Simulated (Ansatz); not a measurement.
# MgTe: how the settings move a single-point run

Aim: see which settings change the result for MgTe, by how much, and at what cost. The cell is built on a prototype (zincblende) and needn't be the phase found in nature.

Computed with Ansatz 0.2.0 (reference: DFT, HSE06, plane waves, PAW, unless a step's input says otherwise).

3 further runs of the same task are left out: 1 for a known fault of the program, 2 that didn't finish.

## 1. The system as given

It takes space group F-43m (No. 216, cubic). Conventional cell: a = 6.466 Å, b = 6.466 Å, c = 6.466 Å, α = 90.00°, β = 90.00°, γ = 90.00°. Mg (site symmetry -43m) is surrounded by 4 Te at 2.80 Å. Around Te (site symmetry -43m) lie 4 Mg at 2.80 Å.

As a file:

```
Mg Te
1.0
     0.00000    3.23311    3.23311
     3.23311    0.00000    3.23311
     3.23311    3.23311    0.00000
Mg Te
1 1
Direct
  0.00000 0.00000 0.00000
  0.25000 0.25000 0.25000
```

## 2. The reference run

input.yaml

```yaml
crystal:
  lattice:
    - [0.0, 3.2331115461, 3.2331115461]
    - [3.2331115461, 0.0, 3.2331115461]
    - [3.2331115461, 3.2331115461, 0.0]
  atoms:
    - { symbol: Mg, position: [0.0, 0.0, 0.0] }
    - { symbol: Te, position: [0.25, 0.25, 0.25] }
kpoints:
  mp_grid: { grid: [4, 4, 4] }
hamiltonian:
  xc: hse06
scf:
  occupations: { method: fixed }
  n_extra_bands: 4
output:
  forces: true
  stress: true
  eigenvalues: true
```

Started as:

```bash
$ ansatz run input.yaml --threads 4 --pin off --max-ram 3686MiB --backend cpu --events-out ev --progress --plain --runs-dir out
```

## 3. Variant: mp_grid.grid [6, 6, 6], xc pbesol

input.yaml: that of step 2 with these lines changed.

```diff
@@ -9,5 +9,5 @@
 kpoints:
-  mp_grid: { grid: [4, 4, 4] }
+  mp_grid: { grid: [6, 6, 6] }
 hamiltonian:
-  xc: hse06
+  xc: pbesol
 scf:
```

## 4. Changing settings: exchange pbe, correlation pbe, coeff 0.15, omega 0.1

input.yaml: that of step 2 with these lines changed.

```diff
@@ -11,3 +11,3 @@
 hamiltonian:
-  xc: hse06
+  xc: { exchange: pbe, correlation: pbe, exx: { coeff: 0.15, omega: 0.1 } }
 scf:
```

## 5. Variant: ecutfock_ratio 1

input.yaml: that of step 2 with these lines changed.

```diff
@@ -15,2 +15,3 @@
   n_extra_bands: 4
+  exx: { ecutfock_ratio: 1 }
 output:
```

## 6. Changing settings: exchange pbe, correlation pbe, coeff 0.2, omega 0.5

input.yaml: that of step 2 with these lines changed.

```diff
@@ -11,3 +11,3 @@
 hamiltonian:
-  xc: hse06
+  xc: { exchange: pbe, correlation: pbe, exx: { coeff: 0.2, omega: 0.5 } }
 scf:
```

## 7. Changing settings: dispersion d3bj

input.yaml: that of step 2 with these lines changed.

```diff
@@ -12,2 +12,3 @@
   xc: hse06
+  dispersion: d3bj
 scf:
```

## 8. Variant: ecutwfc 750

input.yaml: that of step 2 with these lines changed.

```diff
@@ -19 +19,3 @@
   eigenvalues: true
+basis:
+  ecutwfc: 750
```

Before running it: what results should come out? Wanted: for each run, ending; energy change; pressure; gap; force.

**Answer**, as computed:

```
                                                    run     ending                                     energy change  pressure (GPa)  gap (eV)  force (eV/Å)  cycles   time
                                              reference  converged                                                 0             0.1      3.28          0.00      11   17 s
                   1: mp_grid.grid [6, 6, 6], xc pbesol  converged                                    not comparable            -0.4      2.29          0.00       6  1.5 s
2: exchange pbe, correlation pbe, coeff 0.15, omega 0.1  converged                                    not comparable             0.3      3.10          0.00       9   18 s
                                    3: ecutfock_ratio 1  converged                                                 -             0.1      3.28          0.00      11   17 s
 4: exchange pbe, correlation pbe, coeff 0.2, omega 0.5  converged                                    not comparable             0.4      2.75          0.00      10   19 s
                                     5: dispersion d3bj  converged  -383.8 meV/atom (offset of the dispersion model)            -1.9      3.28          0.00      11   17 s
                                         6: ecutwfc 750  converged                                     -0.8 meV/atom             0.1      3.28          0.00      12   45 s
```

Residual by cycle in the longest SCF loop of each run; runs are numbered as in the table. The quantity is the density residual dr2, in eV.

```
cycle  reference    run 1    run 2    run 3    run 4    run 5    run 6
    1    0.00382  0.00365  0.00158  0.00376  0.00174  0.00382  0.00382
    2     6.7e-4   4.0e-4   2.4e-4   6.7e-4   2.0e-4   6.7e-4   6.7e-4
    3     1.2e-4   2.2e-5   3.9e-5   1.2e-4   2.8e-5   1.2e-4   1.2e-4
    4     8.5e-6   2.0e-6   2.6e-6   8.4e-6   3.0e-6   8.5e-6   8.3e-6
    5     5.6e-7   7.1e-9   1.7e-7   5.6e-7   1.6e-7   5.6e-7   5.1e-7
    6          -  4.3e-10        -        -        -        -        -
```

What this shows: «ecutwfc 750» moves the energy by -0.8 meV/atom. Of the variants the dearest is «ecutwfc 750» (45 s), the cheapest «mp_grid.grid [6, 6, 6], xc pbesol» (1.5 s), on a shared host. The gap of the reference lacks spin-orbit coupling, though the cell holds Te.
